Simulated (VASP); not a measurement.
Sn:

```
CELL_PARAMETERS angstrom
-1.72654 1.77555 2.33834
1.72654 -1.77555 2.33834
1.72654 1.77555 -2.33834
ATOMIC_POSITIONS crystal
Sn 0.00000 0.00000 0.00000
```

This isn't the form of Sn at room conditions, which is tetragonal (white tin).

* Program: VASP 6.6.1
* Task: relaxation of cell and atoms
* Functional: PBEsol
* Potentials or basis: VASP PAW PBE potentials, release 64 (Sn_d)
* Cutoff: 300 eV
* k mesh: 16 × 16 × 16
* Occupations: gaussian, width 0.1 eV
* Spin: no spin polarisation

At the start: pressure -4.0 GPa; volume 28.67 Å³/atom.

**Question.** Where does the relaxation end?

**Answer.** Over 21 steps the energy falls by 37.7 meV/atom and the volume is 26.15 Å³/atom (-8.8 %); space group I4/mmm (No. 139, to 0.05 Å).

Step by step:
| step | energy change (eV) | largest force (eV/Å) | pressure (GPa) | volume (Å³) |
| --- | --- | --- | --- | --- |
| 1 | 0.0000 | 0.0000 | -4.03 | 28.67 |
| 2 | -0.0335 | 0.0000 | 0.93 | 25.78 |
| 3 | -0.0346 | 0.0000 | 0.01 | 26.18 |
| 4 | -0.0346 | 0.0000 | 0.15 | 26.13 |
| 5 | -0.0349 | 0.0000 | 0.13 | 26.12 |
| 6 | -0.0354 | 0.0000 | 0.18 | 26.10 |
| 7 | -0.0354 | 0.0000 | -0.17 | 26.27 |
| 8 | -0.0355 | 0.0000 | -0.07 | 26.21 |
| 9 | -0.0355 | 0.0000 | -0.07 | 26.21 |
| 10 | -0.0358 | 0.0000 | -0.11 | 26.22 |
| 11 | -0.0363 | 0.0000 | -0.16 | 26.24 |
| 12 | -0.0376 | 0.0000 | -0.21 | 26.25 |
| 13 | -0.0376 | 0.0000 | -0.22 | 26.25 |
| 14 | -0.0376 | 0.0000 | -0.21 | 26.25 |
| 15 | -0.0377 | 0.0000 | -0.05 | 26.17 |
| 16 | -0.0377 | 0.0000 | -0.02 | 26.14 |
| 17 | -0.0377 | 0.0000 | 0.15 | 26.07 |
| 18 | -0.0377 | 0.0000 | 0.11 | 26.12 |
| 19 | -0.0377 | 0.0000 | 0.02 | 26.13 |
| 20 | -0.0377 | 0.0000 | 0.01 | 26.14 |
| 21 | -0.0377 | 0.0000 | -0.01 | 26.15 |

Final structure:
```
Sn
1.0
    -1.74883    1.74790    2.13865
     1.74883   -1.74790    2.13865
     1.74883    1.74790   -2.13865
Sn
1
Direct
  0.00000 0.00000 0.00000
```

Caveat: the PAW data sets were made with another functional, which shifts forces and pressure a little.
